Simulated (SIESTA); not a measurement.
**CdSe (Cadmoselite) in SIESTA: the effect of functional**

The system is CdSe (Cadmoselite).

```
Cd Se
1.0
     4.30000    0.00000    0.00000
    -2.15000    3.72391    0.00000
     0.00000    0.00000    7.02000
Cd Se
2 2
Direct
  0.66667 0.33333 0.50000
  0.33333 0.66667 0.00000
  0.66667 0.33333 0.88500
  0.33333 0.66667 0.38500
```

Alike in all runs:

| Item | Value |
| --- | --- |
| Program | SIESTA 5.4.2 |
| Task | band structure |
| Basis | DZP (energy shift 0.003 Ry; two zetas on semicore shells) |
| Grid cutoff | 800 Ry |
| Energy shift | 0.003 Ry |
| k mesh | 7 × 7 × 4 |
| Occupations | fermi-dirac, width 0.05 eV |
| Spin | no spin polarisation |

| functional | potentials or basis | gap on the mesh (eV) | pressure (GPa) | largest force (eV/Å) |
| --- | --- | --- | --- | --- |
| LDA | PseudoDojo 0.4 standard (LDA files) | ? | ? | ? |
| PBEsol | PseudoDojo 0.4 standard (PBEsol files) | 0.81 | 0.4 | 0.31 |
| AM05 | PseudoDojo 0.4 standard (PBEsol files) | 0.89 | 0.9 | 0.30 |
| WC | PseudoDojo 0.4 standard (PBEsol files) | 0.78 | 0.4 | 0.31 |
| PW91 | PseudoDojo 0.4 standard (PBE files) | 0.89 | 2.9 | 0.32 |
| revPBE | PseudoDojo 0.4 standard (PBE files) | 1.03 | 4.7 | 0.33 |
| RPBE | PseudoDojo 0.4 standard (PBE files) | 1.08 | 5.2 | 0.33 |
| BLYP | PseudoDojo 0.4 standard (PBE files) | 0.90 | 5.8 | 0.34 |

Task: What does the run with functional LDA give?

Result: gap on the mesh 0.66 eV; pressure -1.6 GPa; largest force 0.30 eV/Å.

Caveats: the basis of atomic orbitals isn't converged, which shifts pressures, moduli and gaps; the potentials were made for another functional, which shifts forces and pressure (some runs).

Runs at the PBE level aren't shown here.
